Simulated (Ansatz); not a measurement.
HfO2: equation of state with r2SCAN+D4

HfO2:

```
Hf O
1.0
     5.21946    0.00000    0.00000
     0.00000    5.00476    0.00000
     0.00000    0.00000    5.03269
Hf O
4 8
Direct
  0.96699 0.73252 0.74144
  0.53301 0.73252 0.24144
  0.46699 0.26748 0.74144
  0.03301 0.26748 0.24144
  0.63213 0.92865 0.87927
  0.86787 0.92865 0.37927
  0.23395 0.53988 0.49229
  0.26605 0.53988 0.99229
  0.76605 0.46012 0.99229
  0.73395 0.46012 0.49229
  0.13213 0.07135 0.87927
  0.36787 0.07135 0.37927
```

Measurements of this composition are mostly on another form, of space group No. 14.

```yaml
Program: Ansatz 0.2.0
Task: equation of state
Functional: r2SCAN
Dispersion: D4
Potentials_or_basis: Ansatz PAW
Cutoff: 500 eV
Density_cutoff: 2000 eV
k_mesh: 5 × 6 × 5
Occupations: fermi-dirac, width 0.05 eV
Spin: no spin polarisation
```

The equilibrium volume is 11.06 Å³/atom. The bulk modulus at fixed shape and positions is 266 GPa. The pressure derivative of the bulk modulus is 4.2.

Energy against volume, from the lowest point:
```tsv
volume (Å³/atom)	energy (meV/atom)
10.298	48.98
10.517	23.64
10.736	7.63
10.955	0.02
11.175	0.00
11.394	6.84
11.613	19.86
```

All runs of the series together: 3 min on 2 threads of INTEL(R) XEON(R) PLATINUM 8581C CPU @ 2.10GHz (Emerald Rapids), on a shared host.

Caveat: the cell was scaled at fixed shape and fractional positions, which overstates the stiffness of a crystal with free parameters, most of all of layers and chains; the PAW data sets were made with another functional, which shifts forces and pressure a little. The run has no spin-orbit coupling, so splittings on Hf are missing.
